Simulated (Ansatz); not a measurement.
BP (F-43m), stationary points along a deformation path

All numbers below come from DFT PBE, scalar-relativistic, plane waves, PAW (Ansatz 0.2.0). Settings: plane waves to 420 eV, k-mesh 12×12×12 (Γ-centred), Gaussian smearing 0.05 eV. No spin polarisation. Energies are free energies at this smearing, counted from the undisturbed cell; pressure is positive in compression.

The starting cell (relaxed at this level):

```xyz
2
Lattice="0.0000 2.2742 2.2742 2.2742 0.0000 2.2742 2.2742 2.2742 0.0000" Properties=species:S:1:pos:R:3 pbc="T T T"
B     0.0000    0.0000    0.0000
P     3.4112    3.4112    3.4112
```

At fixed volume and fractional coordinates, lengths along (0.000, 0.000, 1.000) are scaled against those across it; ρ is that ratio over its starting value. V = 11.761 Å³/atom. Δσ is the stress along the axis less the mean stress across it (compression positive).

```csv
ρ,ΔE (meV/atom),Δσ (GPa),space group
0.650,663.4,41.11,I-4m2
0.707,491.0,42.43,I-4m2
0.780,295.5,39.05,I-4m2
0.850,144.3,31.71,I-4m2
0.920,41.8,19.61,I-4m2
0.960,10.5,10.26,I-4m2
1.000,0.0,0.00,F-43m
1.050,16.2,-13.83,I-4m2
1.100,64.1,-28.53,I-4m2
1.200,249.8,-59.13,I-4m2
1.300,537.5,-87.25,I-4m2
1.414,914.7,-92.44,I-4m2
1.500,1152.0,-74.35,I-4m2
```

Problem. How does the stress give the slope of the energy, and where is the energy stationary?

Solution. Along the path d ln(length) is 2/3 d ln ρ on the axis and −1/3 d ln ρ across it, so dE/d ln ρ = −(2/3) V Δσ: the energy falls with ρ where Δσ is positive. Δσ vanishes or changes sign at ρ = 1.000 (F-43m), a minimum at 0.0 meV/atom. Pairs of stationary points between two samples would go unseen, and could change a minimum read from distant neighbours into a maximum. At ρ = 1.000 the cell is cubic, where symmetry alone makes the stress isotropic and the slope zero.

Problem. Which shear constant sets the curvature at ρ = 1?

Solution. For a cubic crystal E/V = (2/3) C (ln ρ)² with C = C′ = (C11 − C12)/2, so Δσ = −2C ln ρ. The parabola of Δσ against ln ρ through ρ = 0.960, 1 and 1.050 gives C ≈ 133 GPa with the ions clamped, rough because the steps are large.

Problem. Integrate that slope from ρ = 1 to 1.200 by the trapezoid rule.

Solution. With V/N in Å³ and 1 eV/Å³ = 160.2 GPa the slopes at ρ = 1.000, 1.050, 1.100, 1.200 are 0, 677, 1396, 2894 meV/atom per unit of ln ρ. The steps add 16.5 + 48.2 + 186.6 = 251.4 meV/atom, against 249.8 from the energies; the trapezoid rule misses the curvature of the slope within each step.

The gap closes along the scan, which can put kinks into the curve.

Cost: 13 runs of about 0.7 core-minutes in all, on Arm Neoverse V2 (shared hosts).